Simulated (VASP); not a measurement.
# C (Fd-3m) in VASP: a series of runs, part 2 of 3

VASP 6.6.1. Earlier steps stand in the parts before.

**4. Dielectric tensor, LDA**

Input file INCAR:

```
SYSTEM = C
  ALGO = Normal
  EDIFF = 1E-4
  ENCUT = 400
  ISIF = 2
  ISMEAR = 0
  LASPH = .TRUE.
  LCHARG = .FALSE.
  LEPSILON = .TRUE.
  LREAL = .FALSE.
  LWAVE = .FALSE.
  NELM = 100
  PREC = Accurate
  SIGMA = 0.01
```

Input file KPOINTS:

```
k-points
0
G
  8 8 8
  0 0 0
```

Input file POSCAR:

```
C
1.0
    0.0000000000      1.7833700000      1.7833700000
    1.7833700000      0.0000000000      1.7833700000
    1.7833700000      1.7833700000      0.0000000000
C
2
Direct
    0.7500000000      0.7500000000      0.7500000000
    0.5000000000      0.5000000000      0.5000000000
```

Potentials or basis: VASP PAW LDA potentials, release 64 (C).

Command:

```sh
cat potpaw_LDA.64/C/POTCAR > POTCAR
mpirun -np 1 vasp_std > vasp.out
```

OUTCAR:

```text
SYSTEM = C
   EDIFF = 1E-4
   ENCUT = 400
   ISIF = 2
   ISMEAR = 0
   LASPH = .TRUE.
   LEPSILON = .TRUE.
   LREAL = .FALSE.
   NELM = 100
   PREC = Accurate

 Found     29 irreducible k-points:

 Following reciprocal coordinates:
            Coordinates               Weight
  0.000000  0.000000  0.000000      1.000000
  0.125000  0.000000  0.000000      8.000000
  0.250000  0.000000  0.000000      8.000000
  0.375000  0.000000  0.000000      8.000000
  0.500000  0.000000  0.000000      4.000000
  0.125000  0.125000  0.000000      6.000000
   k-points           NKPTS =     29   k-points in BZ     NKDIM =     29   number of bands    NBANDS=      8
   number of dos      NEDOS =    301   number of ions     NIONS =      2
   total plane-waves  NPLWV =   4096
   dimension x,y,z NGX =    16 NGY =   16 NGZ =   16
   dimension x,y,z NGXF=    32 NGYF=   32 NGZF=   32
   ions per type =               2
   NGX,Y,Z   is equivalent  to a cutoff of  10.55, 10.55, 10.55 a.u.
   NGXF,Y,Z  is equivalent  to a cutoff of  21.09, 21.09, 21.09 a.u.
 SYSTEM =  C
   PREC   = accura    normal or accurate (medium, high low for compatibility)
   ISTART =      0    job   : 0-new  1-cont  2-samecut
   ICHARG =      2    charge: 1-file 2-atom 10-const
   ISPIN  =      1    spin polarized calculation?
   LNONCOLLINEAR =      F non collinear calculations
   LSORBIT =      F    spin-orbit coupling
   LASPH  =      T    aspherical Exc in radial PAW
   ENCUT  =  400.0 eV  29.40 Ry    5.42 a.u.   4.11  4.11  4.11*2*pi/ulx,y,z
   NELM   =    100;   NELMIN=  2; NELMDL= -5     # of ELM steps
   EDIFF  = 0.1E-03   stopping-criterion for ELM
   LREAL  =      F    real-space projection
   EDIFFG = 0.1E-02   stopping-criterion for IOM
   NSW    =      0    number of steps for IOM
   IBRION =     -1    ionic relax: 0-MD 1-quasi-New 2-CG
   NFREE  =      0    steps in history (QN), initial steepest desc. (CG)
   ISIF   =      2    stress and relaxation
   ISYM   =      2    0-nonsym 1-usesym 2-fastsym
   POTIM  = 0.5000    time-step for ionic-motion
   TEBEG  =    0.0;   TEEND  =   0.0 temperature during run
   PSTRESS=    0.0 pullay stress
   NELECT =       8.0000    total number of electrons
   NUPDOWN=      -1.0000    fix difference up-down
   EMIN   =  10.00;   EMAX   =-10.00  energy-range for DOS
   EFERMI =   0.00;   METHOD = LEGACY
   ISMEAR =     0;   SIGMA  =   0.01  broadening in eV -4-tet -1-fermi 0-gaus
   EFERMI_NEDOS =   21; number of points for ismear=-14 and -15
   IALGO  =     38    algorithm
   IMIX   =      4    mixing-type and parameters
     AMIX     =   0.40;   BMIX     =  1.00
     AMIX_MAG =   1.60;   BMIX_MAG =  1.00
  volume/ion in A,a.u.               =       5.67        38.28
  Fermi-wavevector in a.u.,A,eV,Ry     =   1.457203  2.753714 28.891161  2.123440
  Thomas-Fermi vector in A             =   2.574032
   LORBIT       =      0    0 simple, 1 ext, 2 COOP (PROOUT), +10 PAW based schemes
   GGA     = CA    functional components
   LHFCALC =     F    Hartree Fock is set to
   AEXX    =    0.0000 exact exchange contribution
   IVDW    =     0    specifies the selected vdW correction
   LEPSILON=     T    determine dielectric tensor
   LRPA    =     F    only Hartree local field effects (RPA)
 non-spin polarized calculation
 Gauss-broadening in eV      SIGMA  =   0.01
  energy-cutoff  :      400.00
  volume of cell :       11.34
 maximum number of plane-waves:       211
[... 82 lines left out ...]
  Direction    XX          YY          ZZ          XY          YZ          ZX
  --------------------------------------------------------------------------------------
  -------------------------------------------------------------------------------------
  Total       -1.0952294     -1.0952294     -1.0952294     -0.0000000     -0.0000000     -0.0000000
  in kB     -154.6896651   -154.6896651   -154.6896651     -0.0000000     -0.0000000     -0.0000000
  external PRESSURE =    -154.6896651 kB  Pullay stress =       0.0000000 kB

 VOLUME and BASIS-vectors are now :
 -----------------------------------------------------------------------------
  energy-cutoff  :      400.00
  volume of cell :       11.34
      direct lattice vectors                 reciprocal lattice vectors
     0.000000000  1.783370000  1.783370000    -0.280368067  0.280368067  0.280368067
     1.783370000  0.000000000  1.783370000     0.280368067 -0.280368067  0.280368067
     1.783370000  1.783370000  0.000000000     0.280368067  0.280368067 -0.280368067

 POSITION                                       TOTAL-FORCE (eV/Angst)
 -----------------------------------------------------------------------------------
      2.67505      2.67505      2.67505         0.000000     -0.000000      0.000000
      1.78337      1.78337      1.78337         0.000000      0.000000     -0.000000
 -----------------------------------------------------------------------------------
    total drift:                                0.000000      0.000000      0.000000

  FREE ENERGIE OF THE ION-ELECTRON SYSTEM (eV)
  ---------------------------------------------------
  free  energy   TOTEN  =       -20.2463696591 eV

  energy  without entropy=      -20.2463696591  energy(sigma->0) =      -20.24636966

 HEAD OF MICROSCOPIC STATIC DIELECTRIC TENSOR (INDEPENDENT PARTICLE, excluding Hartree and local field effects)
 ------------------------------------------------------
           6.040905    -0.000000     0.000000
          -0.000000     6.040905     0.000000
           0.000000     0.000000     6.040905
 ------------------------------------------------------

 Free energy of the ion-electron system (eV)
  ---------------------------------------------------
  ---------------------------------------------------
  free energy    TOTEN  =        -0.16127835 eV

  energy without entropy =       -0.16127835

------------------------ aborting loop because EDIFF is reached ----------------------------------------

--------------------------------------- Ionic step        2  -------------------------------------------

------------------------ aborting loop because EDIFF is reached ----------------------------------------

--------------------------------------- Ionic step        3  -------------------------------------------

 Free energy of the ion-electron system (eV)
  ---------------------------------------------------
  ---------------------------------------------------
  free energy    TOTEN  =        -0.16127294 eV

  energy without entropy =       -0.16127294

------------------------ aborting loop because EDIFF is reached ----------------------------------------

 PIEZOELECTRIC TENSOR FIELD DIRECTION 3  (e Angst)
 -----------------------------------------------------------------------------
     0.00011  0.00000  0.00000           ( -0.00000 -0.00000  0.00000)
    -0.00000  0.00011  0.00000           ( -0.00000 -0.00000  0.00000)
     0.00000  0.00000 -0.00062           (  0.00000  0.00000 -0.00001)

 PIEZOELECTRIC TENSOR FIELD DIRECTION 3  (C/m^2)
 -----------------------------------------------------------------------------
     0.00016  0.00000  0.00000
    -0.00000  0.00016  0.00000
     0.00000  0.00000 -0.00087

 MACROSCOPIC STATIC DIELECTRIC TENSOR (including local field effects in DFT)
 ------------------------------------------------------
           5.859864    -0.000000    -0.000000
          -0.000000     5.859864     0.000000
           0.000000     0.000000     5.859864
 ------------------------------------------------------

 PIEZOELECTRIC TENSOR (including local field effects)  for field in x, y, z        (e  Angst)
          XX          YY          ZZ          XY          YZ          ZX
  --------------------------------------------------------------------------------
  x     0.00000     0.00000     0.00000     0.00000     0.00000    -0.00000
  y    -0.00000    -0.00000     0.00000    -0.00000     0.00000     0.00000
  z     0.00000     0.00000     0.00000     0.00000    -0.00000     0.00000

 PIEZOELECTRIC TENSOR (including local field effects)  for field in x, y, z        (C/m^2)
          XX          YY          ZZ          XY          YZ          ZX
  --------------------------------------------------------------------------------
  x     0.00000     0.00000     0.00000     0.00000     0.00000    -0.00000
  y    -0.00000    -0.00000     0.00000    -0.00000     0.00000     0.00000
  z     0.00000     0.00000     0.00000     0.00000    -0.00000     0.00000

 BORN EFFECTIVE CHARGES (including local field effects) (in |e|, cummulative output)
 ---------------------------------------------------------------------------------
 ion    1
    1     0.00000     0.00000     0.00000
    2     0.00000    -0.00000     0.00000
    3     0.00000     0.00000    -0.00000
 ion    2
    1    -0.00000     0.00000     0.00000
    2     0.00000     0.00000     0.00000
    3     0.00000     0.00000     0.00000
```

stdout:

```text
POSCAR found type information on POSCAR C
 POSCAR found :  1 types and       2 ions
 scaLAPACK will be used
 LDA part: xc-table for (Slater(with rela. corr.)+CA(PZ))
 , standard interpolation
 POSCAR, INCAR and KPOINTS ok, starting setup
 FFT: planning ... GRIDC
 FFT: planning ... GRID_SOFT
 FFT: planning ... GRID
 WAVECAR not read
 entering main loop
 Linear response reoptimize wavefunctions to high precision
 Linear response G [H, r] |phi>, progress :
  Direction:   1
 Linear response G [H, r] |phi>, progress :
  Direction:   2
 Linear response G [H, r] |phi>, progress :
  Direction:   3
 Linear response to external field (no local field effect), progress :
  Direction:   1
 dielectric tensor                  component  1 :     7.041     2.764     0.769
 Linear response to external field (no local field effect), progress :
  Direction:   2
 dielectric tensor                  component  2 :     2.764     7.014    -0.951
 Linear response to external field (no local field effect), progress :
  Direction:   3
 dielectric tensor                  component  3 :     0.769    -0.951     4.068
 Linear response to external field, progress :
  Direction:   1
 dielectric tensor                  component  1 :     5.860     1.864     0.490
 Linear response to external field, progress :
  Direction:   2
 dielectric tensor                  component  2 :     1.614     5.860    -0.333
 Linear response to external field, progress :
  Direction:   3
 dielectric tensor                  component  3 :     0.180     1.022     5.860
 Born effective charges drift removed
```

Run time: 7.2 s. Hardware: 1 thread of Intel Xeon Platinum 8559C (Emerald Rapids), shared host; peak memory 0.11 GiB.

These settings aren't checked as converged: the numbers below hold their error.

Results:

| Quantity | Value |
| --- | --- |
| Band gap on the k mesh | 4.08 eV, indirect (least direct gap 5.54 eV) |
| Electronic dielectric tensor (diagonal) | 5.86 |
| Born charges (mean of the diagonal) | C +0.00 e |

Caveat: the cutoff is under 1.25 times the usual one of these potentials, so pressure, stress and relaxed cells hold a basis-set (Pulay) error.

**5. Dielectric tensor, LDA**

INCAR: that of step 4 with these lines changed.

```diff
@@ -2,3 +2,3 @@
   ALGO = Normal
-  EDIFF = 1E-4
+  EDIFF = 1E-6
   ENCUT = 400
```

KPOINTS is that of step 4.

POSCAR is that of step 4.

Potentials or basis: VASP PAW LDA potentials, release 64 (C).

Command:

```sh
cat potpaw_LDA.64/C/POTCAR > POTCAR
mpirun -np 1 vasp_std > vasp.out
```

OUTCAR:

```text
SYSTEM = C
   EDIFF = 1E-6
   ENCUT = 400
   ISIF = 2
   ISMEAR = 0
   LASPH = .TRUE.
   LEPSILON = .TRUE.
   LREAL = .FALSE.
   NELM = 100
   PREC = Accurate

 Found     29 irreducible k-points:

 Following reciprocal coordinates:
            Coordinates               Weight
  0.000000  0.000000  0.000000      1.000000
  0.125000  0.000000  0.000000      8.000000
  0.250000  0.000000  0.000000      8.000000
  0.375000  0.000000  0.000000      8.000000
  0.500000  0.000000  0.000000      4.000000
  0.125000  0.125000  0.000000      6.000000
   k-points           NKPTS =     29   k-points in BZ     NKDIM =     29   number of bands    NBANDS=      8
   number of dos      NEDOS =    301   number of ions     NIONS =      2
   total plane-waves  NPLWV =   4096
   dimension x,y,z NGX =    16 NGY =   16 NGZ =   16
   dimension x,y,z NGXF=    32 NGYF=   32 NGZF=   32
   ions per type =               2
   NGX,Y,Z   is equivalent  to a cutoff of  10.55, 10.55, 10.55 a.u.
   NGXF,Y,Z  is equivalent  to a cutoff of  21.09, 21.09, 21.09 a.u.
 SYSTEM =  C
   PREC   = accura    normal or accurate (medium, high low for compatibility)
   ISTART =      0    job   : 0-new  1-cont  2-samecut
   ICHARG =      2    charge: 1-file 2-atom 10-const
   ISPIN  =      1    spin polarized calculation?
   LNONCOLLINEAR =      F non collinear calculations
   LSORBIT =      F    spin-orbit coupling
   LASPH  =      T    aspherical Exc in radial PAW
   ENCUT  =  400.0 eV  29.40 Ry    5.42 a.u.   4.11  4.11  4.11*2*pi/ulx,y,z
   NELM   =    100;   NELMIN=  2; NELMDL= -5     # of ELM steps
   EDIFF  = 0.1E-05   stopping-criterion for ELM
   LREAL  =      F    real-space projection
   EDIFFG = 0.1E-04   stopping-criterion for IOM
   NSW    =      0    number of steps for IOM
   IBRION =     -1    ionic relax: 0-MD 1-quasi-New 2-CG
   NFREE  =      0    steps in history (QN), initial steepest desc. (CG)
   ISIF   =      2    stress and relaxation
   ISYM   =      2    0-nonsym 1-usesym 2-fastsym
   POTIM  = 0.5000    time-step for ionic-motion
   TEBEG  =    0.0;   TEEND  =   0.0 temperature during run
   PSTRESS=    0.0 pullay stress
   NELECT =       8.0000    total number of electrons
[... 140 lines left out ...]
 ------------------------------------------------------

 Free energy of the ion-electron system (eV)
  ---------------------------------------------------
  ---------------------------------------------------
  free energy    TOTEN  =        -0.16128219 eV

  energy without entropy =       -0.16128219

------------------------ aborting loop because EDIFF is reached ----------------------------------------

--------------------------------------- Ionic step        2  -------------------------------------------

------------------------ aborting loop because EDIFF is reached ----------------------------------------

--------------------------------------- Ionic step        3  -------------------------------------------

 Free energy of the ion-electron system (eV)
  ---------------------------------------------------
  ---------------------------------------------------
  free energy    TOTEN  =        -0.16128082 eV

  energy without entropy =       -0.16128082

------------------------ aborting loop because EDIFF is reached ----------------------------------------

 PIEZOELECTRIC TENSOR FIELD DIRECTION 3  (e Angst)
 -----------------------------------------------------------------------------
     0.00011 -0.00000  0.00000           ( -0.00000 -0.00000  0.00000)
     0.00000  0.00011  0.00000           ( -0.00000 -0.00000  0.00000)
     0.00000  0.00000 -0.00062           (  0.00000  0.00000 -0.00001)

 PIEZOELECTRIC TENSOR FIELD DIRECTION 3  (C/m^2)
 -----------------------------------------------------------------------------
     0.00016 -0.00000  0.00000
     0.00000  0.00016  0.00000
     0.00000  0.00000 -0.00087

 MACROSCOPIC STATIC DIELECTRIC TENSOR (including local field effects in DFT)
 ------------------------------------------------------
           5.860060     0.000000    -0.000000
          -0.000000     5.860060     0.000000
          -0.000000    -0.000000     5.860060
 ------------------------------------------------------

 PIEZOELECTRIC TENSOR (including local field effects)  for field in x, y, z        (e  Angst)
          XX          YY          ZZ          XY          YZ          ZX
  --------------------------------------------------------------------------------
  x     0.00000     0.00000    -0.00000     0.00000     0.00000    -0.00000
  y    -0.00000    -0.00000    -0.00000    -0.00000     0.00000     0.00000
  z     0.00000     0.00000     0.00000     0.00000    -0.00000     0.00000

 PIEZOELECTRIC TENSOR (including local field effects)  for field in x, y, z        (C/m^2)
          XX          YY          ZZ          XY          YZ          ZX
  --------------------------------------------------------------------------------
  x     0.00000     0.00000    -0.00000     0.00000     0.00000    -0.00000
  y    -0.00000    -0.00000    -0.00000    -0.00000     0.00000     0.00000
  z     0.00000     0.00000     0.00000     0.00000    -0.00000     0.00000

 BORN EFFECTIVE CHARGES (including local field effects) (in |e|, cummulative output)
 ---------------------------------------------------------------------------------
 ion    1
    1     0.00000     0.00000     0.00000
    2    -0.00000     0.00000    -0.00000
    3     0.00000     0.00000     0.00000
 ion    2
    1    -0.00000     0.00000     0.00000
    2     0.00000    -0.00000     0.00000
    3     0.00000     0.00000    -0.00000
```

It took 10 s on 1 thread of Intel Xeon Platinum 8559C (Emerald Rapids), shared host; peak memory 0.11 GiB.

The run converged, but some of its settings lie outside the range that counts as converged, so its numbers aren't taken as properties of the crystal.

What came out:

```yaml
Band_gap_on_the_k_mesh: 4.08 eV, indirect (least direct gap 5.54 eV)
Electronic_dielectric_tensor_diagonal: 5.86
Born_charges_mean_of_the_diagonal: C +0.00 e
```

Caveat: the cutoff is under 1.25 times the usual one of these potentials, so pressure, stress and relaxed cells hold a basis-set (Pulay) error.

(Part 2 of 3 ends here.)
